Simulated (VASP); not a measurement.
# Ag (P6_3/mmc) in VASP: settings compared

One crystal, Ag, is run at these levels: PBEsol, PBE; tasks: equation of state.

All numbers are computed with VASP 6.6.1; they aren't measurements. Logs are shortened: lines on timing, memory, paths and dates and some standing lists are left out, and cuts for length are marked.

## (1) The structure

The structure is hexagonal, space group P6_3/mmc (No. 194). Conventional cell: a = 2.930 Å, b = 2.930 Å, c = 4.790 Å, α = 90.00°, β = 90.00°, γ = 120.00°. Ag (site symmetry -6m2) is surrounded by 12 Ag at 2.93 Å.

This isn't the form of Ag at room conditions, which is fcc.

## (2) Equation of state, PBEsol, 16.74 Å³/atom (volume scaled by 0.94)

INCAR reads:

```
PREC = Accurate
ENCUT = 520
EDIFF = 1E-7
ISMEAR = -1
SIGMA = 0.05
LREAL = False
LASPH = True
NELM = 60
ALGO = Normal
ISIF = 2
LWAVE = False
LCHARG = False
GGA = PS
NBANDS = 18
```

KPOINTS reads:

```
Automatic mesh
0
Gamma
  10 10 6
```

POSCAR reads:

```
Ag
1.0
    2.8701872985      0.0000000000      0.0000000000
   -1.4350936493      2.4856551142      0.0000000000
    0.0000000000      0.0000000000      4.6922174607
Ag
2
Direct
    0.6666666667      0.3333333333      0.7500000000
    0.3333333333      0.6666666667      0.2500000000
```

Potentials or basis: VASP PAW PBE potentials, release 64 (Ag).

The run is started by

```
$ cat potpaw_PBE.64/Ag/POTCAR > POTCAR
$ mpirun -np 1 vasp_std > vasp.out
```

OUTCAR:

```text
PREC = Accurate
   ENCUT = 520
   EDIFF = 1E-7
   ISMEAR = -1
   LREAL = False
   LASPH = True
   NELM = 60
   ISIF = 2
   GGA = PS

 Found     56 irreducible k-points:

 Following reciprocal coordinates:
            Coordinates               Weight
  0.000000  0.000000  0.000000      1.000000
  0.100000  0.000000  0.000000      6.000000
  0.200000  0.000000  0.000000      6.000000
  0.300000  0.000000  0.000000      6.000000
  0.400000  0.000000  0.000000      6.000000
  0.500000  0.000000  0.000000      3.000000
   k-points           NKPTS =     56   k-points in BZ     NKDIM =     56   number of bands    NBANDS=     18
   number of dos      NEDOS =    301   number of ions     NIONS =      2
   total plane-waves  NPLWV =  20736
   dimension x,y,z NGX =    24 NGY =   24 NGZ =   36
   dimension x,y,z NGXF=    48 NGYF=   48 NGZF=   72
   ions per type =               2
   NGX,Y,Z   is equivalent  to a cutoff of  13.90, 13.90, 12.75 a.u.
   NGXF,Y,Z  is equivalent  to a cutoff of  27.80, 27.80, 25.51 a.u.
 SYSTEM =  unknown system
   PREC   = accura    normal or accurate (medium, high low for compatibility)
   ISTART =      0    job   : 0-new  1-cont  2-samecut
   ICHARG =      2    charge: 1-file 2-atom 10-const
   ISPIN  =      1    spin polarized calculation?
   LNONCOLLINEAR =      F non collinear calculations
   LSORBIT =      F    spin-orbit coupling
   LASPH  =      T    aspherical Exc in radial PAW
   ENCUT  =  520.0 eV  38.22 Ry    6.18 a.u.   5.34  5.34  8.72*2*pi/ulx,y,z
   NELM   =     60;   NELMIN=  2; NELMDL= -5     # of ELM steps
   EDIFF  = 0.1E-06   stopping-criterion for ELM
   LREAL  =      F    real-space projection
   EDIFFG = 0.1E-05   stopping-criterion for IOM
   NSW    =      0    number of steps for IOM
   IBRION =     -1    ionic relax: 0-MD 1-quasi-New 2-CG
   NFREE  =      0    steps in history (QN), initial steepest desc. (CG)
   ISIF   =      2    stress and relaxation
   ISYM   =      2    0-nonsym 1-usesym 2-fastsym
   POTIM  = 0.5000    time-step for ionic-motion
   TEBEG  =    0.0;   TEEND  =   0.0 temperature during run
   PSTRESS=    0.0 pullay stress
   NELECT =      22.0000    total number of electrons
   NUPDOWN=      -1.0000    fix difference up-down
   EMIN   =  10.00;   EMAX   =-10.00  energy-range for DOS
   EFERMI =   0.00;   METHOD = LEGACY
   ISMEAR =    -1;   SIGMA  =   0.05  broadening in eV -4-tet -1-fermi 0-gaus
   EFERMI_NEDOS =   21; number of points for ismear=-14 and -15
   IALGO  =     38    algorithm
   IMIX   =      4    mixing-type and parameters
     AMIX     =   0.40;   BMIX     =  1.00
     AMIX_MAG =   1.60;   BMIX_MAG =  1.00
  volume/ion in A,a.u.               =      16.74       112.95
  Fermi-wavevector in a.u.,A,eV,Ry     =   1.423331  2.689706 27.563659  2.025872
  Thomas-Fermi vector in A             =   2.543940
   LORBIT       =      0    0 simple, 1 ext, 2 COOP (PROOUT), +10 PAW based schemes
   GGA     = PS    functional components
   LHFCALC =     F    Hartree Fock is set to
   AEXX    =    0.0000 exact exchange contribution
   IVDW    =     0    specifies the selected vdW correction
   LEPSILON=     F    determine dielectric tensor
   LRPA    =     F    only Hartree local field effects (RPA)
 non-spin polarized calculation
  energy-cutoff  :      520.00
  volume of cell :       33.48
 maximum number of plane-waves:       917
 NGX is ok and might be reduce to    24
   NGX = 11   NGY = 11   NGZ = 17

 number of electron      21.9999997 magnetization

 Free energy of the ion-electron system (eV)
  ---------------------------------------------------
  ext. energy  EPLUGINS =         0.00000000
  ---------------------------------------------------
  free energy    TOTEN  =        -6.59610293 eV

  energy without entropy =       -6.59011997  energy(sigma->0) =       -6.59311145

 E-fermi :   8.4707     XC(G=0): -12.5208

 val. band max:        8.2834704191   @ k =   0.3000   0.0000   0.3333
 cond. band min:       8.5413872385   @ k =   0.3000   0.2000   0.3333
 fundamental gap:      0.2579168194
 Fermi energy:         8.4707478128

 k-point     1 :       0.0000    0.0000    0.0000
  band No.  band energies     occupation
      1       0.5229      2.00000
      2       1.9823      2.00000
      3       3.6475      2.00000
      4       3.7520      2.00000
      5       3.7520      2.00000
      6       4.0011      2.00000
[... 10 lines left out ...]
     17      26.9551      0.00000
     18      26.9551      0.00000

 k-point     2 :       0.1000    0.0000    0.0000
  band No.  band energies     occupation
      1       0.8018      2.00000
      2       2.1443      2.00000
      3       3.4962      2.00000
      4       3.8783      2.00000
      5       3.9040      2.00000
      6       3.9650      2.00000
[... 10 lines left out ...]
     17      26.3519      0.00000
     18      27.4130      0.00000

 k-point     3 :       0.2000    0.0000    0.0000
  band No.  band energies     occupation
      1       1.5401      2.00000
      2       2.4469      2.00000
      3       3.3507      2.00000
      4       3.6510      2.00000
      5       3.7995      2.00000
      6       4.0812      2.00000
[... 10 lines left out ...]
     17      25.3241      0.00000
     18      26.5688      0.00000

 k-point     4 :       0.3000    0.0000    0.0000
  band No.  band energies     occupation
      1       2.2183      2.00000
      2       2.4240      2.00000
      3       3.0019      2.00000
      4       3.7120      2.00000
      5       3.8670      2.00000
      6       3.8742      2.00000
[... 10 lines left out ...]
     17      23.2707      0.00000
     18      25.6455      0.00000

 k-point     5 :       0.4000    0.0000    0.0000
  band No.  band energies     occupation
      1       2.1481      2.00000
      2       2.4255      2.00000
      3       2.5702      2.00000
      4       3.7110      2.00000
      5       4.0429      2.00000
      6       4.0950      2.00000
[... 10 lines left out ...]
     17      20.3695      0.00000
     18      24.7122      0.00000

 k-point     6 :       0.5000    0.0000    0.0000
  band No.  band energies     occupation
      1       2.0617      2.00000
      2       2.4051      2.00000
      3       2.4220      2.00000
      4       3.6545      2.00000
      5       3.9838      2.00000
      6       4.1961      2.00000
[... 10 lines left out ...]
     17      19.2012      0.00000
     18      24.3747      0.00000

 [... further k-points ...]

------------------------ aborting loop because EDIFF is reached ----------------------------------------

  FORCE on cell =-STRESS in cart. coord.  units (eV):
  Direction    XX          YY          ZZ          XY          YZ          ZX
  --------------------------------------------------------------------------------------
  -------------------------------------------------------------------------------------
  Total       -0.0113553     -0.0113553     -0.1487491      0.0000000     -0.0000000      0.0000000
  in kB       -0.5434771     -0.5434771     -7.1192748      0.0000000     -0.0000000      0.0000000
  external PRESSURE =      -2.7354097 kB  Pullay stress =       0.0000000 kB

 VOLUME and BASIS-vectors are now :
 -----------------------------------------------------------------------------
  energy-cutoff  :      520.00
  volume of cell :       33.48
      direct lattice vectors                 reciprocal lattice vectors
     2.870187298  0.000000000  0.000000000     0.348409318  0.201154214  0.000000000
    -1.435093649  2.485655114  0.000000000     0.000000000  0.402308427  0.000000000
     0.000000000  0.000000000  4.692217461     0.000000000  0.000000000  0.213118852

 POSITION                                       TOTAL-FORCE (eV/Angst)
 -----------------------------------------------------------------------------------
      1.43509      0.82855      3.51916        -0.000000      0.000000      0.000000
     -0.00000      1.65710      1.17305         0.000000     -0.000000      0.000000
 -----------------------------------------------------------------------------------
    total drift:                               -0.000000      0.000000     -0.000000

  FREE ENERGIE OF THE ION-ELECTRON SYSTEM (eV)
  ---------------------------------------------------
  free  energy   TOTEN  =        -6.5961029253 eV

  energy  without entropy=       -6.5901199678  energy(sigma->0) =       -6.59311145
```

Wall time 23 s (1 thread of Intel Xeon Platinum 8259CL at 2.50GHz (Skylake/Cascade Lake), shared host); peak memory 0.17 GiB.

Results:

| Quantity | Value |
| --- | --- |
| Free energy | -6.5961 eV |
| Pressure | -0.3 GPa |
| Band gap on the k mesh | none (metal or under the smearing width) |

Caveat: the PAW data sets were made with another functional, which shifts forces and pressure a little.

## (3) Equation of state, PBEsol, 17.09 Å³/atom (volume scaled by 0.96)

INCAR is that of step 2.

KPOINTS is that of step 2.

POSCAR reads:

```
Ag
1.0
    2.8904005511      0.0000000000      0.0000000000
   -1.4452002756      2.5031603044      0.0000000000
    0.0000000000      0.0000000000      4.7252623344
Ag
2
Direct
    0.6666666667      0.3333333333      0.7500000000
    0.3333333333      0.6666666667      0.2500000000
```

Potentials or basis: VASP PAW PBE potentials, release 64 (Ag).

The run is started by

```
$ cat potpaw_PBE.64/Ag/POTCAR > POTCAR
$ mpirun -np 1 vasp_std > vasp.out
```

Wall time 26 s (1 thread of Intel Xeon Platinum 8259CL at 2.50GHz (Skylake/Cascade Lake), shared host); peak memory 0.17 GiB.

The run converged. Its results:

- Free energy: -6.5901 eV
- Pressure: -2.6 GPa
- Band gap on the k mesh: none (metal or under the smearing width)

Caveat: the PAW data sets were made with another functional, which shifts forces and pressure a little.

## (4) Equation of state, PBEsol, 17.45 Å³/atom (volume scaled by 0.98)

INCAR is that of step 3.

KPOINTS is that of step 3.

POSCAR reads:

```
Ag
1.0
    2.9103349780      0.0000000000      0.0000000000
   -1.4551674890      2.5204240244      0.0000000000
    0.0000000000      0.0000000000      4.7578513803
Ag
2
Direct
    0.6666666667      0.3333333333      0.7500000000
    0.3333333333      0.6666666667      0.2500000000
```

The run is started by

```
$ cat potpaw_PBE.64/Ag/POTCAR > POTCAR
$ mpirun -np 1 vasp_std > vasp.out
```

Run time: 24 s. Hardware: 1 thread of Intel Xeon Platinum 8259CL at 2.50GHz (Skylake/Cascade Lake), shared host; peak memory 0.17 GiB.

Results (log left out):

- Free energy: -6.5746 eV
- Pressure: -4.5 GPa
- Band gap on the k mesh: none (metal or under the smearing width)

Caveat: the PAW data sets were made with another functional, which shifts forces and pressure a little.

(Part 1 of 2 ends here.)
